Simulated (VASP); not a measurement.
A run of VASP 6.6.1:

The input INCAR:

```
SYSTEM = BN
ALGO = Fast
EDIFF = 1E-8
ENCUT = 520
GGA = PE
ISIF = 2
ISMEAR = -1
LASPH = .True.
LCHARG = .False.
LEFG = .True.
LREAL = .False.
LWAVE = .False.
NBANDS = 16
NELM = 100
PREC = Accurate
SIGMA = 0.02
```

Contents of KPOINTS:

```
k-points
0
Gamma
  14 14 4
  0 0 0
```

POSCAR

```
BN
1.0
    2.5016395345      0.0000000000      0.0000000000
   -1.2508197673      2.1664833880      0.0000000000
    0.0000000000      0.0000000000      7.3693201700
B N
2 2
Direct
    0.6666666667      0.3333333333      0.7500000000
    0.3333333333      0.6666666667      0.2500000000
    0.0000000000      0.0000000000      0.7500000000
    0.0000000000      0.0000000000      0.2500000000
```

Potentials or basis: VASP PAW PBE potentials, release 64 (B, N).

The run is started by

```console
$ cat potpaw_PBE.64/B/POTCAR potpaw_PBE.64/N/POTCAR > POTCAR
$ mpirun -np 1 vasp_std > vasp.out
```

Hardware: 1 thread of Intel(R) Xeon(R) Platinum 8488C (Sapphire Rapids), with other jobs on the host.

How long does it take, and how much memory?

It took 78 s on 1 thread of Intel(R) Xeon(R) Platinum 8488C (Sapphire Rapids), with other jobs on the host, peak memory 0.17 GiB. Counts: scf iterations 18, k points 72.
